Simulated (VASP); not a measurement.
# RbCl in VASP 6.6.1, single-point calculation

INCAR

```
MAGMOM = 0.5 0.5
LREAL = .FALSE.
SIGMA = 0.02
ENCUT = 800
LASPH = .TRUE.
ISIF = 2
PREC = Accurate
NSW = 0
EDIFF = 1E-7
ISPIN = 2
GGA = PE
LWAVE = .FALSE.
ISMEAR = -1
NELM = 76
IBRION = -1
NBANDS = 15
LCHARG = .FALSE.
```

KPOINTS

```
KPOINTS created by Atomic Simulation Environment
0
Gamma
6 6 6
0 0 0
```

POSCAR

```
Rb Cl
 1.0000000000000000
     0.0000000000000000    3.3719290749000002    3.3719290749000002
     3.3719290749000002    0.0000000000000000    3.3719290749000002
     3.3719290749000002    3.3719290749000002    0.0000000000000000
 Rb  Cl
   1   1
Cartesian
  0.0000000000000000  0.0000000000000000  0.0000000000000000
  3.3719290748999997  3.3719290748999997  3.3719290748999997
```

The recommended PBE PAW datasets give the neutral cell 16 valence electrons.

Command

```
mpirun -np 1 vasp_std
```

OSZICAR

```
N       E                     dE             d eps       ncg     rms          rms(c)
DAV:   1     0.105646864271E+03    0.10565E+03   -0.83640E+03   960   0.124E+03
DAV:   2     0.145732693078E+01   -0.10419E+03   -0.95153E+02  1397   0.195E+02
DAV:   3    -0.673184141387E+01   -0.81892E+01   -0.81333E+01  1296   0.558E+01
DAV:   4    -0.696119117169E+01   -0.22935E+00   -0.22931E+00  1379   0.881E+00
DAV:   5    -0.696332037158E+01   -0.21292E-02   -0.21292E-02  1318   0.821E-01    0.375E+00
DAV:   6    -0.667760554458E+01    0.28571E+00   -0.55712E-01  1184   0.360E+00    0.230E+00
DAV:   7    -0.665416746474E+01    0.23438E-01   -0.12821E-01  1121   0.188E+00    0.154E+00
DAV:   8    -0.666628156375E+01   -0.12114E-01   -0.21112E-02  1030   0.958E-01    0.748E-01
DAV:   9    -0.667321256670E+01   -0.69310E-02   -0.59540E-03  1128   0.578E-01    0.304E-01
DAV:  10    -0.667407655435E+01   -0.86399E-03   -0.54091E-04  1121   0.194E-01    0.132E-01
DAV:  11    -0.667473707434E+01   -0.66052E-03   -0.43423E-04   988   0.142E-01    0.626E-02
DAV:  12    -0.667487608574E+01   -0.13901E-03   -0.12427E-04  1016   0.845E-02    0.151E-02
DAV:  13    -0.667488114308E+01   -0.50573E-05   -0.85395E-06  1288   0.243E-02    0.436E-03
DAV:  14    -0.667488515273E+01   -0.40096E-05   -0.30108E-06  1031   0.147E-02    0.294E-03
DAV:  15    -0.667488640337E+01   -0.12506E-05   -0.13245E-06  1030   0.886E-03    0.111E-03
DAV:  16    -0.667488661654E+01   -0.21318E-06   -0.19133E-07  1084   0.336E-03    0.110E-03
DAV:  17    -0.667488662152E+01   -0.49731E-08   -0.29461E-08   900   0.152E-03
   1 F= -.66748866E+01 E0= -.66748866E+01  d E =-.126156E-12  mag=     0.0000
```

It converged. Results: pressure -0.2 GPa; magnetic moment of the cell 0.00 μB.

For comparison, a separate PBE run of the intended cell, on usual settings and not on those above, gives a gap of 4.77 eV on its mesh and a pressure of -0.3 GPa.

The run above took about 97 s on one core of a shared host (Intel Xeon Platinum 8488C) and held 0.41 GiB at most.
